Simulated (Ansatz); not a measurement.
Crystal: Bi.

```
CELL_PARAMETERS angstrom
-1.98143 1.98143 1.98143
1.98143 -1.98143 1.98143
1.98143 1.98143 -1.98143
ATOMIC_POSITIONS crystal
Bi 0.00000 0.00000 0.00000
```

This isn't the form of Bi at room conditions, which is rhombohedral.

| Item | Value |
| --- | --- |
| Program | Ansatz 0.2.0 |
| Task | relaxation of cell and atoms |
| Functional | revPBE |
| Dispersion | D3(BJ) |
| Potentials or basis | Ansatz PAW |
| Cutoff | 420 eV (not typed: the program's choice for these potentials) |
| k mesh | 9 × 9 × 9 |
| Occupations | fermi-dirac, width 0.05 eV |
| Spin | no spin polarisation |

At the start: volume 31.12 Å³/atom.

**Question.** How do energy, volume and symmetry change on relaxing?

**Answer.** It ends after 4 steps and the volume is 29.55 Å³/atom (-5.0 %); space group Im-3m (No. 229, to 0.05 Å).

Step by step:
```
step  energy change (eV)  largest force (eV/Å)  volume (Å³)
   1              0.0000                0.0000        31.12
   2             -0.0142                0.0000        29.19
   3             -0.0149                0.0000        29.55
   4             -0.0145                0.0000        29.55
```

Final structure:
```cif
data_structure
_symmetry_space_group_name_H-M 'P 1'
_symmetry_Int_Tables_number 1
_cell_length_a 3.3733
_cell_length_b 3.3733
_cell_length_c 3.3733
_cell_angle_alpha 109.471
_cell_angle_beta 109.471
_cell_angle_gamma 109.471
_cell_volume 29.55
loop_
_atom_site_label
_atom_site_type_symbol
_atom_site_fract_x
_atom_site_fract_y
_atom_site_fract_z
_atom_site_occupancy
Bi1 Bi 0.00000 0.00000 0.00000 1
```

Caveat: the plane-wave basis is chosen anew once the cell has moved, so the energies of steps on either side of that aren't comparable; pairwise dispersion overbinds metals, which lowers pressure and volume; the PAW data sets come from PBE, with cores solved anew for the run's functional, which leaves a small shift of forces and pressure.
